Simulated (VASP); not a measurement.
Runs of VASP 6.6.1 on HfO2. Symmetry: P2_1/c, No. 14, monoclinic system. The conventional cell has a = 5.118 Å, b = 5.186 Å, c = 5.284 Å, α = 90.00°, β = 99.35°, γ = 90.00°. Around Hf (site symmetry 1) lie 7 O at 2.03 to 2.25 Å. Around O (site symmetry 1) lie 4 Hf at 2.14 to 2.25 Å. O (site symmetry 1) is surrounded by 3 Hf at 2.03 to 2.12 Å. 

| level | share of exact exchange | exchange at q = 0 | gap on the mesh (eV) | pressure (GPa) | largest force (eV/Å) |
| --- | --- | --- | --- | --- | --- |
| PBE0(alpha) | 0.3 | truncated | 6.93 | (d) | 0.40 |
| HSE(alpha, omega) | 0.3 | - | (b) | -5.5 | 0.40 |
| PBE0(alpha) | 0.1 | truncated | (a) | -0.1 | 0.44 |
| HSE(alpha, omega) | 0.1 | - | 4.73 | -0.1 | 0.44 |
| PBE0(alpha) | 0.2 | default | 5.99 | -2.9 | 0.42 |
| HSE(alpha, omega) | 0.15 | - | 5.05 | -1.5 | 0.43 |
| PBE0(alpha) | 0.15 | truncated | 5.49 | -1.5 | 0.43 |
| HSE(alpha, omega) | 0.2 | - | 5.37 | -2.8 | 0.42 |
| HSE(alpha, omega) | 0.35 | - | (c) | -6.8 | 0.40 |

Alike in all rows: task single point; potentials or basis VASP PAW PBE potentials, release 64 (Hf_pv, O); no spin polarisation; cell as given; k mesh 2 × 2 × 2; cutoff (eV) 520; smearing gaussian 0.05 eV; the mesh is coarse, so values aren't converged.

Question: Estimate the missing entries.

Answer: (a) 5.03; (b) 6.03; (c) 6.37; (d) -5.4.

Caveats: all runs use coarse meshes; the PAW data sets were made with another functional, which shifts forces and pressure a little; spin-orbit coupling is left out, which moves the levels of the heavy elements.

A k mesh can miss the band edges, and the runs leave out spin-orbit coupling on Hf.

Not every run made on this cell is shown here.
